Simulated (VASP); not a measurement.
# CF₄: convergence, self-consistent run

CF₄, molecule in box, 5 atoms in the cell. PBE with D2; PAW potentials F, C (PBE set). VASP 6.6.1.

Wanted: energy within 2 meV/atom; pressure within 0.1 GPa.

POSCAR:
```
CF4
1.0
   12.0000000000      0.0000000000      0.0000000000
    0.0000000000     11.0000000000      0.0000000000
    0.0000000000      0.0000000000     11.0000000000
F C
4 1
Direct
    0.4174333300      0.4852545500      0.5919863600
    0.5847333300      0.4373818200      0.5402227300
    0.4496083300      0.4115000000      0.4141954500
    0.5046583300      0.5923181800      0.4586954500
    0.4891083300      0.4816181800      0.5012772700
```

## Inputs of the D2 term

| Inputs of the D2 term | Energy less reference (meV/atom) | Pressure (GPa) | SCF iterations | Time (s) |
|---|---|---|---|---|
| default | 0.0 | 0.28 | 25 | 148 |
| VDW_RADIUS = 15 | 0.0 | 0.28 | 25 | 134 |
| VDW_RADIUS = 25 | 0.0 | 0.28 | 25 | 155 |
| VDW_RADIUS = 80 | 0.0 | 0.28 | 25 | 174 |
| VDW_S6 = 0.6 | 0.5 | 0.28 | 25 | 176 |
| VDW_D = 15.0 | -3.5 | 0.28 | 25 | 163 |
| VDW_D = 30.0 | 2.1 | 0.27 | 25 | 168 |
| VDW_C6 = 0.750 1.750, VDW_R0 = 1.287 1.452 | 0.0 | 0.28 | 25 | 164 |
| VDW_C6 = 0.900 2.100, VDW_R0 = 1.287 1.452 | -0.5 | 0.28 | 25 | 147 |
| VDW_C6 = 0.600 1.400, VDW_R0 = 1.287 1.452 | 0.5 | 0.28 | 25 | 154 |
| LVDW_ONECELL = .TRUE. .TRUE. .TRUE. | 0.0 | 0.28 | 25 | 160 |

Chosen: default; no other choice that stays within half of the tolerance saves 30 % of the time.

## The input

INCAR:
```
SYSTEM = CF4
PREC     = Accurate       ! precision mode
ENCUT    = 520            ! plane-wave cutoff, eV
EDIFF    = 1E-7           ! SCF threshold, eV
ISMEAR   = 0              ! smearing method
SIGMA    = 0.02           ! smearing width, eV
LREAL    = .FALSE.        ! projectors in reciprocal space
LASPH    = .TRUE.         ! aspherical terms in the spheres
ALGO     = Normal         ! electronic algorithm
NELM     = 100            ! most SCF steps
ISIF     = 2              ! what is computed and relaxed
LWAVE    = .FALSE.        ! write WAVECAR
LCHARG   = .FALSE.        ! write CHGCAR
IVDW     = 1              ! dispersion correction
```

KPOINTS:
```
k-points
0
Gamma
  1 1 1
```

Commands:
```
cat potpaw_PBE.64/F/POTCAR potpaw_PBE.64/C/POTCAR > POTCAR
mpirun -np 1 vasp_std > vasp.out
```

The chosen input took VASP 6.6.1 148 s on 1 core (Intel Xeon Platinum 8259CL @ 2.50GHz (Skylake/Cascade Lake)), a shared host.
